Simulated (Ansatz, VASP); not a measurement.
# CdTe in two plane-wave programs, part 2 of 2

Wanted: the spread between two codes on one cell, functional and k mesh.

VASP 6.6.1 and Ansatz 0.2.0.

So far: Starting point; VASP: band structure, HSE03; Ansatz: band structure, HSE03.

## (4) Side by side

Known differences besides the potentials themselves: exact exchange at q = 0 is treated differently, which shows on coarse meshes; VASP keeps PBE cores, Ansatz makes them for the functional; the data sets hold 36 valence electrons in Ansatz (default PAW (the set named soft_2) files) and 18 in VASP; the cutoff is 420 eV in Ansatz and 400 eV in VASP; VASP takes a coarser grid for exact exchange (PRECFOCK = Fast). Total energies have different zeros and are not compared.

Both answers:

| quantity | Ansatz | VASP | difference |
| --- | --- | --- | --- |
| gap over the path points (eV) | 1.481 | 1.391 | +0.090 |

Levels at points of the path, from each program's valence-band top (eV; 4 filled, then empty):

```csv
k (reciprocal lattice),Ansatz,VASP
0.000 0.000 0.000,-9.30 0.00 0.00 0.00 1.48 5.27 5.27,-9.25 0.00 0.00 0.00 1.39 5.27 5.27
0.500 0.000 0.500,-8.64 -4.53 -1.97 -1.97 3.11 3.28 9.71,-8.62 -4.54 -1.97 -1.97 3.10 3.28 9.76
0.500 0.200 0.700,-8.57 -4.39 -2.42 -2.27 4.76 4.78 6.85,-8.54 -4.40 -2.42 -2.27 4.77 4.78 6.83
0.400 0.350 0.750,-8.60 -4.40 -2.68 -1.69 3.60 5.20 7.87,-8.57 -4.41 -2.69 -1.69 3.59 5.21 7.86
0.150 0.150 0.300,-9.28 -2.51 -1.10 -0.29 3.23 5.22 5.77,-9.23 -2.53 -1.10 -0.29 3.18 5.22 5.77
0.200 0.200 0.200,-9.30 -2.17 -0.32 -0.32 2.63 5.59 5.73,-9.25 -2.19 -0.32 -0.32 2.57 5.60 5.73
0.550 0.400 0.550,-8.78 -4.54 -1.68 -1.04 3.34 5.41 6.42,-8.74 -4.55 -1.68 -1.04 3.31 5.41 6.42
0.600 0.250 0.650,-8.60 -4.40 -2.68 -1.69 3.60 5.20 7.87,-8.57 -4.41 -2.69 -1.69 3.59 5.21 7.86
0.500 0.250 0.750,-8.56 -4.37 -2.46 -2.30 5.04 5.24 6.31,-8.54 -4.38 -2.47 -2.30 5.06 5.25 6.26
0.500 0.500 0.500,-8.84 -4.66 -0.82 -0.82 2.48 5.86 5.86,-8.80 -4.67 -0.82 -0.82 2.44 5.85 5.85
```

Among the levels compared at these points, filled levels agree within 43 meV and empty ones within 90 meV.

## (5) Ansatz: band structure, r2SCANh with an exact-exchange share of 0.1

The same path points are solved in both programs, so levels can be compared one by one.

input.yaml reads:

```yaml
crystal:
  lattice:
    - [0.0, 3.24, 3.24]
    - [3.24, 0.0, 3.24]
    - [3.24, 3.24, 0.0]
  atoms:
    - { symbol: Cd, position: [0.0, 0.0, 0.0] }
    - { symbol: Te, position: [0.25, 0.25, 0.25] }
hamiltonian:
  xc: r2scanh
  pseudopotentials: { kind: paw }
kpoints:
  mp_grid: { grid: [4, 4, 4] }
  band_path:
    path:
      - [0.0, 0.0, 0.0]
      - [0.5, 0.0, 0.5]
      - [0.5, 0.2, 0.7]
      - [0.4, 0.35, 0.75]
      - [0.15, 0.15, 0.3]
      - [0.2, 0.2, 0.2]
      - [0.55, 0.4, 0.55]
      - [0.6, 0.25, 0.65]
      - [0.5, 0.25, 0.75]
      - [0.5, 0.5, 0.5]
      - [0.375, 0.375, 0.75]
      - [0.5, 0.0, 0.5]
    npoints: 1
scf:
  occupations: { method: gaussian, width: 0.02 }
  n_extra_bands: 7
output:
  forces: true
  stress: true
  eigenvalues: true
```

The run is started by

```
$ ansatz run input.yaml --threads 4 --pin off --max-ram 9216MiB --backend cpu --events-out ev --progress --plain --runs-dir out
```

Numbers of over 12 decimals in the logs are rounded to 6 here.

The program printed:

```text
[...]
Crystal: 2 atoms, lattice volume = 68.024 Å³
Basis set: ecut = 500 eV, 1759 PW (Γ), exchange–correlation on 144×144×144 points (64 copies of the dense FFT grid, shifted against one another)
Bands: 25, of which v1, the nominal top of the filled ones, is band 18 counted from 1 (17 counted from 0)
Symmetry: 24 space group operations
[...]
k-points: 8 of 64 (time reversal used)
[...]
--- Band table (eV; the first three rows and the last of 8) ---
  k-point 0: bands = [... 14 lower, -1.9368, 6.9416, 6.9416, 6.9416, 8.7328, 12.5405, 12.5405, 12.5405, ... 3 higher]
  k-point 1: bands = [... 14 lower, -1.9373, 4.1523, 6.4953, 6.4953, 9.9017, 13.1076, 13.1076, 13.2863, ... 3 higher]
  k-point 2: bands = [... 14 lower, -1.5164, 2.2963, 6.1268, 6.1268, 9.7069, 13.0994, 13.0994, 14.8896, ... 3 higher]
  k-point 7: bands = [... 14 lower, -1.2613, 2.5990, 4.4714, 4.6347, 12.2329, 12.4015, 13.6109, 14.1944, ... 3 higher]
[key lines of the parts left out:]
Free energy (F): -15264.016352 eV
Fermi energy:    7.837297 eV
P = ⅓ Tr σ = 1.5476 GPa (15.476 kbar)
```

It took 63 s on 4 threads of Arm Neoverse N1, shared host; peak memory 1.2 GiB.

## (6) VASP: band structure, r2SCANh with an exact-exchange share of 0.1

The same cell, functional, mesh and smearing now go to VASP, with its own data sets and cutoff.

The run reads the wave functions of an earlier VASP run, which isn't shown here.

INCAR reads:

```
SYSTEM = CdTe
PREC = Accurate
ENCUT = 400
EDIFF = 1E-06
NELM = 100
ISMEAR = 0
SIGMA = 0.02
LREAL = .FALSE.
ALGO = Normal
LHFCALC = .TRUE.
AEXX = 0.1
METAGGA = R2SCAN
LASPH = .TRUE.
NBANDS = 15
PRECFOCK = Fast
HFRCUT = -1
LORBIT = 11
LWAVE = .FALSE.
LCHARG = .FALSE.
KPAR = 4
```

POSCAR reads:

```
CdTe
1.0
    0.0000000000      3.2400000000      3.2400000000
    3.2400000000      0.0000000000      3.2400000000
    3.2400000000      3.2400000000      0.0000000000
Cd Te
1 1
Direct
    0.0000000000      0.0000000000      0.0000000000
    0.2500000000      0.2500000000      0.2500000000
```

KPOINTS reads:

```
Automatic mesh
0
Gamma
4 4 4
0 0 0
```

KPOINTS_OPT reads:

```
Line mode
6
Line-mode
Reciprocal
  0.00000000   0.00000000   0.00000000 GAMMA
  0.50000000   0.00000000   0.50000000 X

  0.50000000   0.00000000   0.50000000 X
  0.50000000   0.25000000   0.75000000 W

  0.50000000   0.25000000   0.75000000 W
  0.37500000   0.37500000   0.75000000 K

  0.37500000   0.37500000   0.75000000 K
  0.00000000   0.00000000   0.00000000 GAMMA

  0.00000000   0.00000000   0.00000000 GAMMA
  0.50000000   0.50000000   0.50000000 L

  0.50000000   0.50000000   0.50000000 L
  0.62500000   0.25000000   0.62500000 U

  0.62500000   0.25000000   0.62500000 U
  0.50000000   0.25000000   0.75000000 W

  0.50000000   0.25000000   0.75000000 W
  0.50000000   0.50000000   0.50000000 L

  0.50000000   0.50000000   0.50000000 L
  0.37500000   0.37500000   0.75000000 K

  0.62500000   0.25000000   0.62500000 U
  0.50000000   0.00000000   0.50000000 X
```

The projector-augmented-wave data sets are Cd and Te (PBE family, release 64).

The run is started by

```
$ mpirun -np 4 vasp_std
```

The program printed:

```text
[banner, memory and clock lines left out]
running    4 mpi-ranks, on    1 nodes
[...]
|                                                                             |
|               ----> ADVICE to this user running VASP <----                  |
|                                                                             |
|     You enforced a specific xc type in the INCAR file but a different       |
|     [... a line on the potential file left out ...]
|     I HOPE YOU KNOW WHAT YOU ARE DOING!                                     |
|                                                                             |

 LDA part: xc-table for (None), standard interpolation
 found WAVECAR, reading the header
 POSCAR, INCAR and KPOINTS ok, starting setup
[...]
HFRCUT set to (new)   10.129441
 reading WAVECAR
 the WAVECAR file was read successfully
 initial charge from wavefunction
 entering main loop
       N       E                     dE             d eps       ncg     rms          rms(c)
[...]
DAV:   8    -0.431552659478E+02   -0.74985E-05   -0.36554E-06   275   0.178E-02    0.148E-01
DAV:   9    -0.431552686812E+02   -0.27334E-05   -0.14739E-06   218   0.116E-02    0.907E-02
DAV:  10    -0.431552695919E+02   -0.91076E-06   -0.83630E-07   197   0.893E-03
   1 F= -.43155270E+02 E0= -.43155270E+02  d E =-.457299E-25
 Start KPOINTS_OPT (optional k-point list driver)
k-point batch [1-8\60]
       N       E                     dE             ncg
DAV:   1     0.123031980904E+03   -0.24181E+04      240
DAV:   2    -0.689527875575E+03   -0.81256E+03      261
DAV:   3    -0.720375865963E+03   -0.30848E+02      317
DAV:   4    -0.720703531800E+03   -0.32767E+00      381
DAV:   5    -0.720704722632E+03   -0.11908E-02      331
DAV:   6    -0.720704734682E+03   -0.12050E-04      395
DAV:   7    -0.720704734772E+03   -0.90095E-07      260
[...]
k-point batch [57-60\60]
       N       E                     dE             ncg
DAV:   1     0.205357132072E+04   -0.20708E+04      120
DAV:   2     0.163792737335E+04   -0.41564E+03      148
DAV:   3     0.162157426352E+04   -0.16353E+02      148
DAV:   4     0.162140102871E+04   -0.17323E+00      187
DAV:   5     0.162140043092E+04   -0.59779E-03      169
DAV:   6     0.162140042748E+04   -0.34449E-05      186
DAV:   7     0.162140042743E+04   -0.42057E-07      137
```

OUTCAR, selected parts (step 6):

```text
 POSITION                                       TOTAL-FORCE (eV/Angst)
 -----------------------------------------------------------------------------------
      0.00000      0.00000      0.00000         0.000000      0.000000      0.000000
      1.62000      1.62000      1.62000        -0.000000     -0.000000     -0.000000
 -----------------------------------------------------------------------------------
    total drift:                                0.000013      0.000017      0.000008

  FREE ENERGIE OF THE ION-ELECTRON SYSTEM (eV)
  ---------------------------------------------------
  free  energy   TOTEN  =       -43.1552695919 eV

  energy  without entropy=      -43.1552695919  energy(sigma->0) =      -43.15526959

[... 2 parts as in an earlier step ...]

[... 1 further part left out ...]
[key lines of the parts left out:]
E-fermi :   1.9627
```

The k-mesh is coarse for unscreened exact exchange, which converges slowly with it.

## (7) Side by side

What differs besides the data sets and the points named for the pairs above, as far as they apply: the cutoff is 500 eV in Ansatz and 400 eV in VASP. Total energies have different zeros and are not compared.

Compared:

```csv
quantity,Ansatz,VASP,difference
gap over the path points (eV),1.791,1.765,+0.026
```

Levels at points of the path, from each program's valence-band top (eV; 4 filled, then empty):

```csv
k (reciprocal lattice),Ansatz,VASP
0.000 0.000 0.000,-8.88 0.00 0.00 0.00 1.79 5.60 5.60,-8.82 0.00 0.00 0.00 1.76 5.58 5.58
0.500 0.000 0.500,-8.29 -4.50 -1.97 -1.97 3.36 3.52 10.07,-8.24 -4.51 -1.98 -1.98 3.35 3.52 10.12
0.500 0.200 0.700,-8.21 -4.36 -2.42 -2.28 5.01 5.03 7.20,-8.16 -4.37 -2.43 -2.28 5.01 5.02 7.18
0.400 0.350 0.750,-8.24 -4.37 -2.70 -1.69 3.85 5.45 8.20,-8.19 -4.38 -2.71 -1.70 3.84 5.45 8.19
0.150 0.150 0.300,-8.86 -2.49 -1.09 -0.28 3.51 5.52 6.09,-8.80 -2.50 -1.09 -0.29 3.50 5.52 6.07
0.200 0.200 0.200,-8.88 -2.15 -0.32 -0.32 2.92 5.89 6.05,-8.82 -2.16 -0.32 -0.32 2.90 5.89 6.04
0.550 0.400 0.550,-8.40 -4.52 -1.68 -1.04 3.62 5.67 6.73,-8.35 -4.54 -1.68 -1.05 3.61 5.67 6.71
0.600 0.250 0.650,-8.24 -4.37 -2.70 -1.69 3.85 5.45 8.20,-8.19 -4.38 -2.71 -1.70 3.84 5.45 8.19
0.500 0.250 0.750,-8.20 -4.34 -2.47 -2.31 5.29 5.46 6.67,-8.15 -4.36 -2.48 -2.31 5.29 5.46 6.65
0.500 0.500 0.500,-8.46 -4.64 -0.81 -0.81 2.77 6.16 6.16,-8.41 -4.66 -0.82 -0.82 2.75 6.14 6.14
```

Among the levels compared at these points, filled levels agree within 59 meV and empty ones within 43 meV.

## (8) Outcome

| Property | Result |
| --- | --- |
| difference in gap over the path points (band structure, HSE03) | 0.090 eV |
| difference in gap over the path points (band structure, r2SCANh with an exact-exchange share of 0.1) | 0.026 eV |

The difference in gap over the path points is 0.090 eV (band structure, HSE03), beyond the 0.08 eV picked in this series as the mark of a large difference. Such differences can come from data sets, numerical settings and the points named under the comparisons, not from the functional's error against experiment.

[Lines on the potential files, build, host, timing and source positions are cut from VASP's logs without a mark.]

[Logs are printed without paths, hosts, clocks, repeated set-up lines and the standing remarks that a program may print on its own settings, such as how far it seeks lower states.]

[Hosts, paths, dates, database ids (printed as entryN), source tags and the programs' standing remarks are cut or masked in the printed files.]
